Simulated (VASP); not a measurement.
# Au (Fm-3m) in VASP: settings compared, part 2 of 2

VASP 6.6.1. Earlier steps stand in the parts before.

### 3 Relaxation of cell and atoms, PBE+D3(BJ)

Input file INCAR:

```
SYSTEM = Au
ALGO = Normal
EDIFF = 1E-7
EDIFFG = -0.005
ENCUT = 600
GGA = PE
IBRION = 2
ISIF = 3
ISMEAR = 0
IVDW = 12
LASPH = .TRUE.
LCHARG = .FALSE.
LREAL = .FALSE.
LWAVE = .FALSE.
NELM = 60
NSW = 90
PREC = Accurate
SIGMA = 0.1
```

Input file KPOINTS:

```
k-points
0
G
  18 18 18
  0 0 0
```

Input file POSCAR:

```
Au
1.0
    0.0000000000      2.0585000000      2.0585000000
    2.0585000000      0.0000000000      2.0585000000
    2.0585000000      2.0585000000      0.0000000000
Au
1
Direct
    0.0000000000      0.0000000000      0.0000000000
```

Potentials or basis: VASP PAW PBE potentials, release 64 (Au).

The run is started by

```sh
cat potpaw_PBE.64/Au/POTCAR > POTCAR
mpirun -np 1 vasp_std > vasp.out
```

It took 21 s on 1 thread of Intel Xeon 6975P-C (Granite Rapids), shared host; peak memory 0.18 GiB.

The run converged. Its results:

| Property | Result |
| --- | --- |
| Free energy | -3.8662 eV |
| Relaxed volume | 17.25 Å³/atom |
| Relaxed cell | a = 2.900 Å, b = 2.900 Å, c = 2.900 Å, α = 60.00°, β = 60.00°, γ = 60.00° |
| Space group after relaxing (to 0.05 Å) | Fm-3m (No. 225) |
| Energy gained by relaxing | 1.1 meV/atom |
| Ionic steps | 3 |
| Pressure after relaxing | 0.0 GPa |
| Band gap on the k mesh | none (metal or under the smearing width) |
| Dispersion energy per atom | -0.657 eV |

The path:
| step | energy change (eV) | largest force (eV/Å) | pressure (GPa) | volume (Å³) |
| --- | --- | --- | --- | --- |
| 1 | 0.0000 | 0.0000 | -1.79 | 17.45 |
| 2 | 0.0015 | 0.0000 | 2.96 | 16.96 |
| 3 | -0.0011 | 0.0000 | 0.00 | 17.25 |

Final structure:
```cif
data_structure
_symmetry_space_group_name_H-M 'P 1'
_symmetry_Int_Tables_number 1
_cell_length_a 2.9002
_cell_length_b 2.9002
_cell_length_c 2.9002
_cell_angle_alpha 60.000
_cell_angle_beta 60.000
_cell_angle_gamma 60.000
_cell_volume 17.25
loop_
_atom_site_label
_atom_site_type_symbol
_atom_site_fract_x
_atom_site_fract_y
_atom_site_fract_z
_atom_site_occupancy
Au1 Au 0.00000 0.00000 0.00000 1
```

Levels at points of the mesh, in eV from the Fermi level:
```tsv
k point	band 2	band 3	band 4	band 5	band 6	band 7	band 8	band 9
(0.00, 0.00, 0.00)	-4.60	-4.60	-4.60	-3.12	-3.12	14.56	18.50	18.50
(0.50, 0.00, 0.00)	-4.64	-4.64	-1.94	-1.94	-0.87	3.03	14.01	17.07
(0.50, 0.50, 0.00)	-6.62	-1.99	-1.63	-1.63	1.08	5.70	10.00	10.00
```

Caveat: pairwise dispersion overbinds metals, which lowers pressure and volume. Spin-orbit coupling is left out, which matters for the levels of Au.

### 4 Relaxation of cell and atoms, PBEsol

Edit INCAR of step 3 so:

```diff
@@ -4,4 +4,4 @@
 EDIFFG = -0.005
-ENCUT = 600
-GGA = PE
+ENCUT = 300
+GGA = PS
 IBRION = 2
@@ -9,3 +9,2 @@
 ISMEAR = 0
-IVDW = 12
 LASPH = .TRUE.
```

KPOINTS is that of step 3.

POSCAR is that of step 3.

Potentials or basis: VASP PAW PBE potentials, release 64 (Au).

The run is started by

```sh
cat potpaw_PBE.64/Au/POTCAR > POTCAR
mpirun -np 1 vasp_std > vasp.out
```

OUTCAR:

```text
SYSTEM = Au
   EDIFF = 1E-7
   EDIFFG = -0.005
   ENCUT = 300
   GGA = PS
   IBRION = 2
   ISIF = 3
   ISMEAR = 0
   LASPH = .TRUE.
   LREAL = .FALSE.
   NELM = 60
   NSW = 90
   PREC = Accurate

 ion  position               nearest neighbor table
   1  0.000  0.000  0.000-

  LATTYP: Found a face centered cubic cell.
 ALAT       =     4.1170000000

  Lattice vectors:

 A1 = (   0.0000000000,   2.0585000000,   2.0585000000)
 A2 = (   2.0585000000,   0.0000000000,   2.0585000000)
 A3 = (   2.0585000000,   2.0585000000,   0.0000000000)

Analysis of symmetry for initial positions (statically):
=====================================================================
 Subroutine PRICEL returns:
 Original cell was already a primitive cell.

 Routine SETGRP: Setting up the symmetry group for a
 face centered cubic supercell.

 Subroutine GETGRP returns: Found 48 space group operations
 (whereof 48 operations were pure point group operations)
 out of a pool of 48 trial point group operations.

The static configuration has the point symmetry O_h .

Analysis of symmetry for dynamics (positions and initial velocities):
=====================================================================
 Subroutine PRICEL returns:
 Original cell was already a primitive cell.

[... 162 lines left out ...]
  -------------------------------------------------------------------------------------
  Total       -0.5320026     -0.5320026     -0.5320026      0.0000000     -0.0000000      0.0000000
  in kB      -48.8586767    -48.8586767    -48.8586767      0.0000000     -0.0000000      0.0000000
  external PRESSURE =     -48.8586767 kB  Pullay stress =       0.0000000 kB
[... 22 lines left out ...]
--------------------------------------- Ionic step        2  -------------------------------------------

 number of electron      10.9999996 magnetization

 E-fermi :  10.2186     XC(G=0): -13.2107

 val. band max:       10.1936790948   @ k =   0.5000   0.1667   0.0556
 cond. band min:      10.2459304483   @ k =   0.5000   0.2778   0.1111
 fundamental gap:      0.0522513535
 Fermi energy:        10.2186456692

 k-point     1 :       0.0000    0.0000    0.0000
  band No.  band energies     occupation
      1      -0.3014      2.00000
      2       5.2404      2.00000
      3       5.2404      2.00000
      4       5.2404      2.00000
      5       6.9242      2.00000
      6       6.9242      2.00000
      7      24.6301      0.00000
      8      28.9392      0.00000
      9      28.9392      0.00000
[... 345 lines left out ...]
--------------------------------------- Ionic step        4  -------------------------------------------

 number of electron      11.0000002 magnetization

 Free energy of the ion-electron system (eV)
  ---------------------------------------------------
  ext. energy  EPLUGINS =         0.00000000
  ---------------------------------------------------
  free energy    TOTEN  =        -3.93523104 eV

  energy without entropy =       -3.93378830  energy(sigma->0) =       -3.93450967

 E-fermi :   9.3731     XC(G=0): -12.9281

 val. band max:        9.3681718121   @ k =   0.5000   0.1667   0.0556
 cond. band min:       9.3806161783   @ k =   0.5000   0.2778   0.1111
 fundamental gap:      0.0124443662
 Fermi energy:         9.3730512898

 k-point     1 :       0.0000    0.0000    0.0000
  band No.  band energies     occupation
      1      -0.6025      2.00000
      2       4.6895      2.00000
      3       4.6895      2.00000
      4       4.6895      2.00000
      5       6.2391      2.00000
      6       6.2391      2.00000
      7      23.8894      0.00000
      8      27.9234      0.00000
      9      27.9234      0.00000
[... 304 lines left out ...]
  FREE ENERGIE OF THE ION-ELECTRON SYSTEM (eV)
  ---------------------------------------------------
  free  energy   TOTEN  =        -3.9352310422 eV

  energy  without entropy=       -3.9337882991  energy(sigma->0) =       -3.93450967

 reached required accuracy - stopping structural energy minimisation
```

CONTCAR:

```text
Au
   1.00000000000000
     0.0000000000000000    2.0376293924971742    2.0376293924971742
     2.0376293924971742   -0.0000000000000000    2.0376293924971742
     2.0376293924971742    2.0376293924971742    0.0000000000000000
  Au
     1
Direct
     1.0000000000000000    0.0000000000000000    1.0000000000000000

  0.00000000E+00  0.00000000E+00  0.00000000E+00
```

Run time: 9.3 s. Hardware: 1 thread of Intel Xeon 6975P-C (Granite Rapids), shared host; peak memory 0.12 GiB.

What came out:

```yaml
Free_energy: -3.9352 eV
Relaxed_volume: 16.92 Å³/atom
Relaxed_cell: a = 2.882 Å, b = 2.882 Å, c = 2.882 Å, α = 60.00°, β = 60.00°, γ = 60.00°
Space_group_after_relaxing_to_0.05_Å: Fm-3m (No. 225)
Energy_gained_by_relaxing: 8.2 meV/atom
Ionic_steps: 4
Pressure_after_relaxing: 0.0 GPa
Band_gap_on_the_k_mesh: none (metal or under the smearing width)
```

Step by step:
| step | energy change (eV) | largest force (eV/Å) | pressure (GPa) | volume (Å³) |
| --- | --- | --- | --- | --- |
| 1 | 0.0000 | 0.0000 | -4.89 | 17.45 |
| 2 | 0.0143 | 0.0000 | 9.70 | 16.14 |
| 3 | -0.0082 | 0.0000 | -0.06 | 16.93 |
| 4 | -0.0082 | 0.0000 | 0.04 | 16.92 |

Final structure:
```xyz
1
Lattice="0.0000 2.0376 2.0376 2.0376 0.0000 2.0376 2.0376 2.0376 0.0000" Properties=species:S:1:pos:R:3 pbc="T T T"
Au    2.0376    4.0753    2.0376
```

Caveat: the PAW data sets were made with another functional, which shifts forces and pressure a little.

### 5 Relaxation of cell and atoms, PBEsol

Edit INCAR of step 4 so:

```diff
@@ -4,3 +4,3 @@
 EDIFFG = -0.005
-ENCUT = 300
+ENCUT = 600
 GGA = PS
```

Input file KPOINTS:

```
k-points
0
G
  6 6 6
  0 0 0
```

POSCAR is that of step 4.

The run is started by

```sh
cat potpaw_PBE.64/Au/POTCAR > POTCAR
mpirun -np 1 vasp_std > vasp.out
```

It took 4.7 s on 1 thread of Intel Xeon 6975P-C (Granite Rapids), shared host; peak memory 0.14 GiB.

It converged, with:

```
Free energy                            : -3.8536 eV
Relaxed volume                         : 17.13 Å³/atom
Relaxed cell                           : a = 2.893 Å, b = 2.893 Å, c = 2.893 Å, α = 60.00°, β = 60.00°, γ = 60.00°
Space group after relaxing (to 0.05 Å) : Fm-3m (No. 225)
Energy gained by relaxing              : 3.1 meV/atom
Ionic steps                            : 3
Pressure after relaxing                : 0.0 GPa
Band gap on the k mesh                 : none (metal or under the smearing width)
```

Step by step:
| step | energy change (eV) | largest force (eV/Å) | pressure (GPa) | volume (Å³) |
| --- | --- | --- | --- | --- |
| 1 | 0.0000 | 0.0000 | -3.04 | 17.45 |
| 2 | 0.0056 | 0.0000 | 5.69 | 16.62 |
| 3 | -0.0031 | 0.0000 | -0.03 | 17.13 |

Final structure:
```
CELL_PARAMETERS angstrom
0.00000 2.04598 2.04598
2.04598 0.00000 2.04598
2.04598 2.04598 0.00000
ATOMIC_POSITIONS crystal
Au 0.00000 0.00000 0.00000
```

Levels at points of the mesh, in eV from the Fermi level:
```csv
k point,band 4,band 5,band 6,band 7,band 8,band 9
"(0.00, 0.00, 0.00)",-4.57,-3.05,-3.05,14.58,18.55,18.55
"(0.50, 0.00, 0.00)",-1.86,-1.86,-0.92,3.11,14.02,17.13
"(0.50, 0.50, 0.00)",-1.54,-1.54,1.05,5.78,10.02,10.02
```

Caveat: the k mesh is coarse (spacing up to 0.44 Å⁻¹), so the values aren't converged; the PAW data sets were made with another functional, which shifts forces and pressure a little. Spin-orbit coupling is left out, which matters for the levels of Au.

### 6 The runs side by side

```tsv
level	k mesh	cutoff (eV)	mesh quality	gap on the mesh (eV)	pressure (GPa)	relaxed volume (Å³/atom)
PBE	18 × 18 × 18	600	not flagged	none	0.0	17.95
PBE+D3(BJ)	18 × 18 × 18	600	not flagged	none	0.0	17.25
PBEsol	18 × 18 × 18	300	not flagged	none	0.0	16.92
PBEsol	6 × 6 × 6	600	coarse	none	0.0	17.13
```

Alike in all rows: task relaxation of cell and atoms; potentials or basis VASP PAW PBE potentials, release 64 (Au); no spin polarisation; cell relaxed; smearing gaussian 0.1 eV.

Caveats: some runs use coarse meshes; the PAW data sets were made with another functional, which shifts forces and pressure a little (some runs); pairwise dispersion overbinds metals, which lowers pressure and volume (some runs).

Absolute energies hang on the potentials; compare differences alone.
